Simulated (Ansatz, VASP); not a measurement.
**One calculation of Mg, two programs**

INCAR

```
SYSTEM = Mg
ALGO = Fast
EDIFF = 1E-6
ENCUT = 520
GGA = RE
ISIF = 2
ISMEAR = -1
LASPH = .True.
LCHARG = .False.
LREAL = .False.
LWAVE = .False.
NBANDS = 7
NELM = 80
PREC = Accurate
SIGMA = 0.1
```

File KPOINTS:

```
k-points
0
Gamma
  12 12 12
  0 0 0
```

POSCAR

```
Mg
1.0
    3.1271801723      0.0000000000      0.0000000000
    0.0000000000      3.1271801723      0.0000000000
    0.0000000000      0.0000000000      3.1271801723
Mg
1
Direct
    0.0000000000      0.0000000000      0.0000000000
```

Input for Ansatz:

```yaml
crystal:
  lattice:
    - [3.1271801723, 0.0, 0.0]
    - [0.0, 3.1271801723, 0.0]
    - [0.0, 0.0, 3.1271801723]
  atoms:
    - { symbol: Mg, position: [0.0, 0.0, 0.0] }
hamiltonian:
  xc: revpbe
  pseudopotentials:
    kind: paw
    azcp:
      Mg: "pseudopotentials/Mg.paw.azcp"
basis:
  ecutwfc: 420
  fft_grid_basis: typed
kpoints:
  mp_grid: { grid: [12, 12, 12], shift: [0, 0, 0] }
magnetization:
  spin_polarized: false
scf:
  occupations: { method: fermi_dirac, width: 0.1 }
  lower_state_search: "off"
output:
  stress: true
```

Alike in both runs: task single point; functional revPBE; k mesh 12 × 12 × 12; occupations fermi-dirac, width 0.1 eV; no spin polarisation.

|  | VASP | Ansatz |
| --- | --- | --- |
| version | VASP 6.6.1 | Ansatz 0.2.0 |
| potentials or method | VASP PAW PBE potentials, release 64 (Mg) | plane waves (420 eV) with PAW, scalar-relativistic |
| plane-wave cutoff (eV) | 520 | 420 |
| valence electrons in the cell | 2 | 10 |

|  | VASP | Ansatz | Ansatz less VASP |
| --- | --- | --- | --- |
| pressure (GPa) | -1.5 | -1.4 | +0.09 |

The two sets of potentials don't hold the same shells in valence.

Caveats: the PAW data sets were made with another functional, which shifts forces and pressure a little (VASP).
